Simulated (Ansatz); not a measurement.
**LiCl (Fm-3m): volume and gaps against pressure**

```xyz
2
Lattice="2.5562 2.5562 0.0000 -2.5562 2.5562 0.0000 0.0000 2.5562 2.5562" Properties=species:S:1:pos:R:3 pbc="T T T"
Li    0.0000    0.0000    0.0000
Cl    0.0000    2.5562    0.0000
```

This is the zero-pressure cell under r²SCAN. Cell and atoms are relaxed by PAW (default files of Ansatz 0.2.0, cutoff 500 eV, stress met within about 0.05 GPa) at each pressure, in this structure whether or not another phase would take over; P is the pressure reached, less that of this cell (which was relaxed on a denser, smeared mesh). Levels come from r²SCAN, PAW on Ansatz 0.2.0's default frozen-core files (fitted under PBE), scalar-relativistic; k mesh 8×8×8, fixed occupations, cutoff 500 eV. Conduction levels are in eV over the valence top (off the named points), at fixed fractional wave vectors. Zone-centre phonons come from finite displacements by PAW, without the LO-TO term.

| P (GPa) | V/V₀ | Γ | L | T1u TO (cm⁻¹) |
| --- | --- | --- | --- | --- |
| -2.00 | 1.0687 | 6.892 | 7.465 | 145.7 |
| 0.00 | 1.0000 | 7.289 | 7.540 | 192.5 |
| 2.04 | 0.9490 | 7.630 | 7.594 | 227.7 |
| 4.00 | ? | ? | ? | ? |
| 7.00 | 0.8639 | 8.315 | 7.679 | 290.5 |
| 9.99 | 0.8270 | 8.667 | 7.713 | 320.3 |
| 15.00 | 0.7785 | 9.191 | 7.755 | 362.4 |

Question: Fit the third-order Birch-Murnaghan equation to the rows shown.

Answer: With f = [(V₀/V)^(2/3) − 1]/2, the normalised pressure F = P/[3f(1 + 2f)^(5/2)] is 34.4 GPa at f = -0.0217, 35.1 GPa at f = 0.0177, 35.7 GPa at f = 0.0512, 35.9 GPa at f = 0.0675, 36.3 GPa at f = 0.0908. The line F = B₀[1 + (3/2)(B′ − 4)f] gives B₀ = 34.8 GPa and B′ = 4.3.

Question: What are the volume deformation potentials and pressure coefficients of these levels at zero pressure?

Answer: 

| level | dE/dlnV (eV) | dE/dP = −(dE/dlnV)/B₀ (meV/GPa) | mean slope up to 2.0 GPa (meV/GPa) |
| --- | --- | --- | --- |
| Γ | -6.27 | 180.4 | 167.3 |
| L | -1.07 | 30.8 | 26.4 |

dE/dlnV is the slope of a cubic fit in ln V at V₀. The last column is read from two rows and shows how the slope bends with pressure. A level that another band crosses inside the range is left out of the tables.

Question: What mode Grüneisen parameters follow?

Answer: γ = −d ln ω/d ln V at V₀ from a quadratic fit in ln V: T1u 3.58.

Question: Fill the row at 4.00 GPa.

Answer: The fits give V/V₀ = 0.9105 and Γ = 7.921 eV. Computed: V/V₀ = 0.9106, Γ = 7.920, L = 7.633, T1u TO (cm⁻¹) = 255.2.

Question: Where does the lowest conduction level change its place?

Answer: From Γ to L near 1.8 GPa, by linear interpolation between the computed rows. Errors in the spacing of the valleys shift these pressures.

Limits of these numbers: no other phase was computed; many crystals of this kind change structure within this range, and rows or crossings beyond such a change describe a metastable lattice; frozen-core PAW files fitted under PBE, their cores solved anew for the functional of the run; semilocal gaps are low, and the spacing of valleys can be off by tenths of an eV; levels are read at fixed fractional k, so an edge that moves off these points is missed.
